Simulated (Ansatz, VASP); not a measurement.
**Two plane-wave programs on AlN**

```
CELL_PARAMETERS angstrom
0.00000 2.00461 2.00461
2.00461 0.00000 2.00461
2.00461 2.00461 0.00000
ATOMIC_POSITIONS crystal
Al 0.50000 0.50000 0.50000
N 0.00000 0.00000 0.00000
```

Alike in both runs: task single point; functional PBE; k mesh 10 × 10 × 10; occupations gaussian, width 0.02 eV; no spin polarisation.

|  | VASP | Ansatz |
| --- | --- | --- |
| version | VASP 6.6.1 | Ansatz 0.2.0 |
| potentials or method | VASP PAW PBE potentials, release 64 (Al, N) | scalar-relativistic, plane waves, PAW |
| plane-wave cutoff (eV) | 520 | 420 |
| valence electrons in the cell | 8 | 8 |

```tsv
	VASP	Ansatz	Ansatz less VASP
gap on the k mesh at the Fermi level (eV)	4.85	4.88	+0.024
least direct gap on the mesh (eV)	6.05	6.04	-0.014
pressure (GPa)	12.2	12.6	+0.31
```

A k mesh can miss the band edges.
